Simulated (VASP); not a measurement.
Set up this calculation in VASP 6.6.1, as the native input.

* Task: band structure
* Functional: TB-mBJ
* Potentials or basis: VASP PAW PBE potentials, release 64 (Al)
* Cutoff: 520 eV
* k mesh: 11 × 11 × 11
* Occupations: fermi-dirac, width 0.05 eV
* Spin: no spin polarisation
* Further INCAR settings: ALGO = Normal; EDIFF = 1e-06

Crystal: Al.

```
CELL_PARAMETERS angstrom
0.00000 2.02481 2.02481
2.02481 0.00000 2.02481
2.02481 2.02481 0.00000
ATOMIC_POSITIONS crystal
Al 0.00000 0.00000 0.00000
```

One way to write it, as run:

POSCAR

```
Al
1.0
    0.0000000000      2.0248050000      2.0248050000
    2.0248050000      0.0000000000      2.0248050000
    2.0248050000      2.0248050000      0.0000000000
Al
1
Direct
    0.0000000000      0.0000000000      0.0000000000
```

INCAR.step1

```
SYSTEM = Al
PREC = Accurate ; ENCUT = 520
EDIFF = 1E-5 ; ISMEAR = -1
SIGMA = 0.05 ; LREAL = .FALSE.
LASPH = .TRUE. ; NELM = 60
ALGO = Normal ; ISIF = 2
LWAVE = .TRUE. ; LCHARG = .FALSE.
GGA = PE
```

INCAR.step2

```
SYSTEM = Al
PREC = Accurate ; ENCUT = 520
EDIFF = 1E-6 ; ISMEAR = -1
SIGMA = 0.05 ; LREAL = .FALSE.
LASPH = .TRUE. ; NELM = 60
ALGO = Normal ; ISIF = 2
LWAVE = .FALSE. ; LCHARG = .FALSE.
METAGGA = MBJ ; ISTART = 1
```

KPOINTS

```
regular mesh
0
G
  11 11 11
  0 0 0
```

KPOINTS_OPT

```
path GXWKGLUWLK,UX
20
line-mode
reciprocal
 0.0000000000  0.0000000000  0.0000000000  G
 0.5000000000  0.0000000000  0.5000000000  X

 0.5000000000  0.0000000000  0.5000000000  X
 0.5000000000  0.2500000000  0.7500000000  W

 0.5000000000  0.2500000000  0.7500000000  W
 0.3750000000  0.3750000000  0.7500000000  K

 0.3750000000  0.3750000000  0.7500000000  K
 0.0000000000  0.0000000000  0.0000000000  G

 0.0000000000  0.0000000000  0.0000000000  G
 0.5000000000  0.5000000000  0.5000000000  L

 0.5000000000  0.5000000000  0.5000000000  L
 0.6250000000  0.2500000000  0.6250000000  U

 0.6250000000  0.2500000000  0.6250000000  U
 0.5000000000  0.2500000000  0.7500000000  W

 0.5000000000  0.2500000000  0.7500000000  W
 0.5000000000  0.5000000000  0.5000000000  L

 0.5000000000  0.5000000000  0.5000000000  L
 0.3750000000  0.3750000000  0.7500000000  K

 0.6250000000  0.2500000000  0.6250000000  U
 0.5000000000  0.0000000000  0.5000000000  X
```

Potentials or basis: VASP PAW PBE potentials, release 64 (Al).

Run with:

```sh
$ cat potpaw_PBE.64/Al/POTCAR > POTCAR
$ cp INCAR.step1 INCAR
$ mpirun -np 1 vasp_std > vasp.out
$ cp INCAR.step2 INCAR
$ mpirun -np 1 vasp_std > vasp.out
```

It gave:

| Item | Value |
| --- | --- |
| Band gap along the path | none (metal or under the smearing width) |

Wall time 16 s on 1 thread of AMD EPYC 7R43 64-Core Processor (Zen 3), with other jobs on the host, peak memory 0.1 GiB.
